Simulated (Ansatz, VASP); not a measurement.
## Two plane-wave programs on Pb

```
CELL_PARAMETERS angstrom
0.00000 2.42996 2.55146
2.42996 0.00000 2.55146
2.42996 2.42996 0.00000
ATOMIC_POSITIONS crystal
Pb 0.00000 0.00000 0.00000
```

Alike in both runs: task single point; functional PBEsol; k mesh 18 × 18 × 18; occupations gaussian, width 0.15 eV; no spin polarisation.

```csv
,VASP,Ansatz
version,VASP 6.6.1,Ansatz 0.2.0
potentials or method,"VASP PAW PBE potentials, release 64 (Pb_d)","scalar-relativistic, plane waves, PAW"
plane-wave cutoff (eV),520,420
valence electrons in the cell,14,14
```

Ansatz gave:

```
gap on the k mesh at the Fermi level (eV)       : none
pressure (GPa)                                  : -0.1
largest component of the traceless stress (GPa) : 0.15
```

**Question.** What did VASP give for the same quantities?

**Answer.** gap on the k mesh at the Fermi level (eV): none; pressure (GPa): -0.2; largest component of the traceless stress (GPa): 0.15.

A gap of «none» marks a metal or a gap that the smearing closes. With one functional, cell and mesh, what is left measures potentials, basis and numerics.

Caveats: the PAW data sets were made with another functional, which shifts forces and pressure a little (VASP). The runs have no spin-orbit coupling, so splittings on Pb are missing.
